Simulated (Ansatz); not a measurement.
## Ta under changes of volume

One of the cells (18.819 Å³/atom); the others are scaled copies at fixed shape and fractional positions:

```
CELL_PARAMETERS angstrom
2.90037 0.00000 0.00000
-1.45019 2.51180 0.00000
0.00000 0.00000 5.16627
ATOMIC_POSITIONS crystal
Ta 0.33333 0.66667 0.25000
Ta 0.66667 0.33333 0.75000
```

This isn't the form of Ta at room conditions, which is bcc.

```yaml
Program: Ansatz 0.2.0
Functional: PBE
Potentials_or_basis: all-electron LAPW, scalar-relativistic
Cutoff: 273 eV (chosen from the basis error)
Basis_error_allowed: 0.0005 eV/atom
k_mesh: 11 × 11 × 5
Occupations: fermi-dirac, width 0.05 eV
Spin: no spin polarisation
```

| volume (Å³/atom) | energy over the lowest point (meV/atom) | pressure (GPa) |
| --- | --- | --- |
| 17.689 | 35.61 | 11.9 |
| 18.066 | 13.49 | 7.2 |
| 18.442 | 1.95 | 2.9 |
| 18.819 | 0.00 | -1.0 |
| 19.195 | 6.74 | -4.5 |
| 19.571 | ? | ? |
| 19.948 | 43.09 | -10.6 |

Question: What does the run at 19.571 Å³/atom give?

Answer: Energy over the lowest point 21.35 meV/atom; pressure -7.7 GPa.

Worked out: A Birch-Murnaghan fit of order 3 (a polynomial in V^(-2/3)) to the other rows has its minimum at 18.71 Å³/atom with B0 = V·E''(V) = 189 GPa and B' = 3.9 at fixed shape and positions, which overstates the stiffness. It gives 21.31 meV/atom at 19.571 Å³/atom, against the run's 21.35, and -dE/dV = -7.8 GPa, against -7.7.

Energies are extrapolated to zero smearing.

The runs don't all hold the same shells in valence.
